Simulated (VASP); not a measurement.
Input of a VASP 6.6.1 run:

File INCAR:

```
PREC = Accurate ; ENCUT = 520
EDIFF = 1E-6 ; ISMEAR = -1
SIGMA = 0.05 ; LREAL = False
LASPH = True ; NELM = 60
ALGO = Normal ; ISIF = 2
LWAVE = False ; LCHARG = False
LNONCOLLINEAR = True ; MAGMOM = 0 0 0
LORBIT = 11 ; LSORBIT = True
GGA_COMPAT = False ; LMAXMIX = 4
GGA = ML ; LUSE_VDW = True
AGGAC = 0.0 ; ZAB_VDW = -1.8867
NBANDS = 22
```

The input KPOINTS:

```
regular mesh
0
Gamma
  8 8 8
```

File POSCAR:

```
Ta
2.8601
   -0.577350442292      0.577350442292      0.577350442292
    0.577350442292     -0.577350442292      0.577350442292
    0.577350442292      0.577350442292     -0.577350442292
Ta
1
Direct
    0.0000000000      0.0000000000      0.0000000000
```

KPOINTS_OPT

```
path GHNGPH,PN
20
line-mode
reciprocal
 0.0000000000  0.0000000000  0.0000000000  G
 0.5000000000 -0.5000000000  0.5000000000  H

 0.5000000000 -0.5000000000  0.5000000000  H
 0.0000000000  0.0000000000  0.5000000000  N

 0.0000000000  0.0000000000  0.5000000000  N
 0.0000000000  0.0000000000  0.0000000000  G

 0.0000000000  0.0000000000  0.0000000000  G
 0.2500000000  0.2500000000  0.2500000000  P

 0.2500000000  0.2500000000  0.2500000000  P
 0.5000000000 -0.5000000000  0.5000000000  H

 0.2500000000  0.2500000000  0.2500000000  P
 0.0000000000  0.0000000000  0.5000000000  N
```

Potentials or basis: VASP PAW PBE potentials, release 64 (Ta_pv).

The run is started by

```console
$ cat potpaw_PBE.64/Ta_pv/POTCAR > POTCAR
$ mpirun -np 1 vasp_ncl > vasp.out
```

Q: Predict the pressure.

A: 13.2 GPa.

Caveat: the PAW data sets were made with another functional, which shifts forces and pressure a little.
